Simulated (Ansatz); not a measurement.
System: zinc-blende AlSb. Method: PBE+SOC (Ansatz, a quantum-chemistry and plane-wave program, plane waves, PAW).

Settings: plane-wave cutoff 520 eV, 10×10×10 k mesh, Fermi–Dirac smearing 0.01 eV, PAW data made under PBE.

Cell (relaxed at this level):

```
CELL_PARAMETERS angstrom
      0.00000     3.11251     3.11251
      3.11251     0.00000     3.11251
      3.11251     3.11251     0.00000
ATOMIC_POSITIONS crystal
  Al 0.00000 0.00000 0.00000
  Sb 0.25000 0.25000 0.25000
```

Q: Estimate the bulk modulus B0, band gap, smallest direct gap on the k points sampled and pressure derivative B′ of the bulk modulus that the calculation returns.

A: 
bulk modulus B0: 49.1 GPa
band gap: 1.03 eV (indirect)
smallest direct gap on the k points sampled: 1.08 eV
pressure derivative B′ of the bulk modulus: 4.5

Measured, for comparison: band gap 1.73 eV (zero-point renormalisation of 35 meV (experimental, the table's column) added back here, indirect; inputs from Miglio et al. (2020), arXiv:2011.12765); bulk modulus 58.2 GPa (temperature not stated, no zero-point or thermal correction; as tabulated in Toher et al. (2017), arXiv:1611.05714). Computed (rounded) less measured: band gap -0.70 eV, bulk modulus -16 %.

Static lattice: no zero-point or thermal effects.
